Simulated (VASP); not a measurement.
# KCl: self-consistent run, by functional and exact exchange

KCl, Fm-3m (no. 225), 2 atoms in the cell.

| Functional | Exact exchange | Pressure (GPa) | Gap on the mesh (eV) | Time (s) |
|---|---|---|---|---|
| B1WC | 0.16 | -0.24 | 6.450 | 153 |
| B3PW91 | 0.2 | 0.78 | 6.952 | 181 |
| B97-2 | 0.21 | 1.31 | 7.152 | 186 |
| X3LYP | 0.218 | 0.75 | 6.893 | 137 |
| mPW1PW | 0.25 | 0.58 | 7.338 | 188 |
| PBEmol0 | 0.25 | 0.77 | 7.303 | 148 |
| CAP0 | 0.25 | 0.86 | 7.475 | 206 |
| PBE50 | 0.5 | 0.03 | 9.354 | 150 |

Limits: the k mesh is coarse, so the gap and the pressure can be far off.

## Input of the first row

INCAR.step1:
```
SYSTEM = KCl
PREC = Accurate
ENCUT = 450
EDIFF = 1E-5
ISMEAR = 0
SIGMA = 0.02
LREAL = .False.
LASPH = .True.
ALGO = Normal
NELM = 100
ISIF = 2
LWAVE = .True.
LCHARG = .False.
GGA = PE
```

INCAR.step2:
```
SYSTEM = KCl
PREC = Accurate
ENCUT = 450
EDIFF = 1E-6
ISMEAR = 0
SIGMA = 0.02
LREAL = .False.
LASPH = .True.
ALGO = Normal
NELM = 100
ISIF = 2
LWAVE = .False.
LCHARG = .False.
ISTART = 1
LHFCALC = .True.
AEXX = 0.16
PRECFOCK = Fast
GGA = LIBXC
LIBXC1 = HYB_GGA_XC_B1WC
```

KPOINTS:
```
k-points
0
Gamma
  4 4 4
```

POSCAR:
```
KCl
1.0
    0.0000000000      3.1464700000      3.1464700000
    3.1464700000      0.0000000000      3.1464700000
    3.1464700000      3.1464700000      0.0000000000
K Cl
1 1
Direct
    0.0000000000      0.0000000000      0.0000000000
    0.5000000000      0.5000000000      0.5000000000
```

Commands (each step's output is kept before the next begins):
```
cat potpaw_PBE.64/K_sv/POTCAR potpaw_PBE.64/Cl/POTCAR > POTCAR
cp INCAR.step1 INCAR
mpirun -np 1 vasp_std > vasp.out
cp INCAR.step2 INCAR
mpirun -np 1 vasp_std > vasp.out
```

Changes of the last row against the first:
```
(step 2)
- AEXX = 0.16
- LIBXC1 = HYB_GGA_XC_B1WC
+ AEXX = 0.5
+ LIBXC1 = HYB_GGA_XC_PBE50
```

VASP 6.6.1 took 153 s on 1 core (Intel Xeon Platinum 8259CL @ 2.50GHz (Skylake/Cascade Lake)), a shared host.
